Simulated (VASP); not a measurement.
Crystal: Al.

```
Al
1.0
     0.00000    2.02481    2.02481
     2.02481    0.00000    2.02481
     2.02481    2.02481    0.00000
Al
1
Direct
  0.00000 0.00000 0.00000
```

* Program: VASP 6.6.1
* Task: relaxation of cell and atoms
* Functional: vdW-DF
* Potentials or basis: VASP PAW PBE potentials, release 64 (Al)
* Cutoff: 600 eV
* k mesh: 11 × 11 × 11
* Occupations: fermi-dirac, width 0.05 eV
* Spin: no spin polarisation

At the start: pressure 1.9 GPa; volume 16.60 Å³/atom.

**Question.** How do energy, volume and symmetry change on relaxing?

**Answer.** Over 3 steps the energy falls by 2.5 meV/atom and the volume is 17.04 Å³/atom (+2.6 %); space group Fm-3m (No. 225, to 0.05 Å).

The path:
```
step  energy change (eV)  largest force (eV/Å)  pressure (GPa)  volume (Å³)
   1              0.0000                0.0000            1.87        16.60
   2             -0.0024                0.0000           -0.14        17.07
   3             -0.0025                0.0000            0.00        17.04
```

Final structure:
```yaml
crystal:
  lattice:
    - [0.00000, 2.04228, 2.04228]
    - [2.04228, 0.00000, 2.04228]
    - [2.04228, 2.04228, 0.00000]
  atoms:
    - { symbol: Al, position: [0.00000, 0.00000, 0.00000] }
```

The cell as given is a measured one (16.60 Å³/atom); vdW-DF puts the equilibrium volume +2.6 % from it, thermal expansion not counted.

Caveat: the PAW data sets were made with another functional, which shifts forces and pressure a little.
